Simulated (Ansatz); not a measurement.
Crystal: Sb.

```xyz
2
Lattice="2.1542 1.2437 3.7580 -2.1542 1.2437 3.7580 0.0000 -2.4875 3.7580" Properties=species:S:1:pos:R:3 pbc="T T T"
Sb    0.0000    0.0000    8.6416
Sb    0.0000    0.0000    2.6324
```

Base run:

```yaml
Program: Ansatz 0.2.0
Functional: LDA
Potentials_or_basis: Ansatz PAW
Cutoff: "420 eV (not typed: the program's choice for these potentials)"
k_mesh: 8 × 8 × 8
Occupations: fermi-dirac, width 0.05 eV
Spin: no spin polarisation
```

Its results: band gap on the k mesh none (metal or under the smearing width); pressure -1.2 GPa; largest force 0.010 eV/Å.

Problem. The run is repeated on the same cell with these changes: functional from LDA to PBE. What comes out?

Solution. Band gap on the k mesh none (metal or under the smearing width); pressure 2.7 GPa; largest force 0.159 eV/Å.

PBE binds less tightly than LDA, so the same cell stands under more pressure.

Caveats: spin-orbit coupling is left out, which moves the levels of the heavy elements; the PAW data sets come from PBE, with cores solved anew for the run's functional, which leaves a small shift of forces and pressure (some runs).
